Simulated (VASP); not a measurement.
Write the native input for VASP 6.6.1 that does the following.

- Task: single point
- Functional: PBE
- Potentials or basis: VASP PAW PBE potentials, release 64 (Cd, Te)
- Cutoff: 520 eV
- k mesh: 10 × 10 × 10
- Occupations: gaussian, width 0.02 eV
- Spin: no spin polarisation
- Dipole correction: no
- Further INCAR settings: ALGO = Fast; EDIFF = 1e-07; NBANDS = 16

The structure of CdTe lies in POSCAR:

```
CdTe
1.0
    0.0000000000      3.3086866350      3.3086866350
    3.3086866350      0.0000000000      3.3086866350
    3.3086866350      3.3086866350      0.0000000000
Cd Te
1 1
Direct
    0.0000000000      0.0000000000      0.0000000000
    0.2500000000      0.2500000000      0.2500000000
```

These files were run (other wordings do the same):

INCAR

```
ALGO = Fast
EDIFF = 1E-7
ENCUT = 520
GGA = PE
ISIF = 2
ISMEAR = 0
LASPH = True
LCHARG = False
LREAL = False
LWAVE = False
NBANDS = 16
NELM = 100
PREC = Accurate
SIGMA = 0.02
```

KPOINTS

```
k-points
0
Gamma
  10 10 10
```

Potentials or basis: VASP PAW PBE potentials, release 64 (Cd, Te).

Launch:

```console
$ cat potpaw_PBE.64/Cd/POTCAR potpaw_PBE.64/Te/POTCAR > POTCAR
$ mpirun -np 1 vasp_std > vasp.out
```

It gave:

```yaml
Pressure: 0.1 GPa
Band_gap_on_the_k_mesh: 0.58 eV, direct
```

Caveat: spin-orbit coupling is left out, which moves the levels of the heavy elements.

It took 21 s on 1 thread of Intel(R) Xeon(R) 6975P-C (Granite Rapids) (shared host), peak memory 0.23 GiB.
